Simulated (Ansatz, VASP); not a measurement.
## Co in VASP and in Ansatz

Contents of INCAR:

```
PREC = Accurate
ENCUT = 520
EDIFF = 1E-6
ISMEAR = -1
SIGMA = 0.1
LREAL = F
LASPH = T
NELM = 100
ALGO = Normal
ISIF = 2
LWAVE = F
LCHARG = F
GGA = RP
NBANDS = 10
```

File KPOINTS:

```
Automatic mesh
0
Gamma
  18 18 18
```

POSCAR

```
Co
1.0
   -1.4306122386      1.4306122386      1.4306122386
    1.4306122386     -1.4306122386      1.4306122386
    1.4306122386      1.4306122386     -1.4306122386
Co
1
Direct
    0.0000000000      0.0000000000      0.0000000000
```

Input for Ansatz:

```yaml
crystal:
  lattice:
    - [-1.4306122386, 1.4306122386, 1.4306122386]
    - [1.4306122386, -1.4306122386, 1.4306122386]
    - [1.4306122386, 1.4306122386, -1.4306122386]
  atoms:
    - { symbol: Co, position: [0.0, 0.0, 0.0] }
hamiltonian:
  xc: rpbe
  pseudopotentials:
    kind: paw
    azcp:
      Co: "pseudopotentials/Co.paw.azcp"
basis:
  ecutwfc: 420
  fft_grid_basis: typed
kpoints:
  mp_grid: { grid: [18, 18, 18], shift: [0, 0, 0] }
magnetization:
  spin_polarized: false
scf:
  occupations: { method: fermi_dirac, width: 0.1 }
  lower_state_search: "off"
output:
  stress: true
  write_density: true
  write_potential: true
  elf: true
  volumetric_format: npy
```

Alike in both runs: task single point; functional RPBE; k mesh 18 × 18 × 18; occupations fermi-dirac, width 0.1 eV; no spin polarisation.

|  | VASP | Ansatz |
| --- | --- | --- |
| version | VASP 6.6.1 | Ansatz 0.2.0 |
| potentials or method | VASP PAW PBE potentials, release 64 (Co) | plane waves (420 eV) with PAW, scalar-relativistic |
| plane-wave cutoff (eV) | 520 | 420 |
| valence electrons in the cell | 9 | 17 |

|  | VASP | Ansatz | Ansatz less VASP |
| --- | --- | --- | --- |
| pressure (GPa) | -14.0 | -13.8 | +0.12 |

With one functional, cell and mesh, what is left measures potentials, basis and numerics. The two sets of potentials don't hold the same shells in valence.

Caveats: the PAW data sets were made with another functional, which shifts forces and pressure a little (VASP); the run has no spin polarisation, though such a crystal can be magnetic. Spin polarisation is off, so any magnetic state and its effect on volume and gap are missing.
